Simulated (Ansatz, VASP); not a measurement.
# One calculation of BaZrO3, two programs

```xyz
5
Lattice="4.2124 0.0000 0.0000 0.0000 4.2124 0.0000 0.0000 0.0000 4.2124" Properties=species:S:1:pos:R:3 pbc="T T T"
Ba    0.0000    0.0000    0.0000
Zr    2.1062    2.1062    2.1062
O     2.1062    2.1062    0.0000
O     2.1062    0.0000    2.1062
O     0.0000    2.1062    2.1062
```

The cell was built by a generator and isn't the measured one.

Alike in both runs: task single point; functional PBEsol; k mesh 4 × 4 × 4; occupations gaussian, width 0.1 eV; no spin polarisation.

|  | VASP | Ansatz |
| --- | --- | --- |
| version | VASP 6.6.1 | Ansatz 0.2.0 |
| potentials or method | VASP PAW PBE potentials, release 64 (Ba_sv, Zr_sv, O) | scalar-relativistic, plane waves, PAW |
| plane-wave cutoff (eV) | 520 | 420 |
| valence electrons in the cell | 40 | 40 |

|  | VASP | Ansatz | Ansatz less VASP |
| --- | --- | --- | --- |
| gap on the k mesh at the Fermi level (eV) | 3.07 | 3.12 | +0.049 |
| least direct gap on the mesh (eV) | 3.31 | 3.33 | +0.022 |
| pressure (GPa) | -2.4 | -3.5 | -1.07 |

Caveats: the PAW data sets were made with another functional, which shifts forces and pressure a little (VASP); spin-orbit coupling is left out, which moves the levels of the heavy elements. As with any semilocal functional, this PBEsol gap is likely too small. A k mesh can miss the band edges.
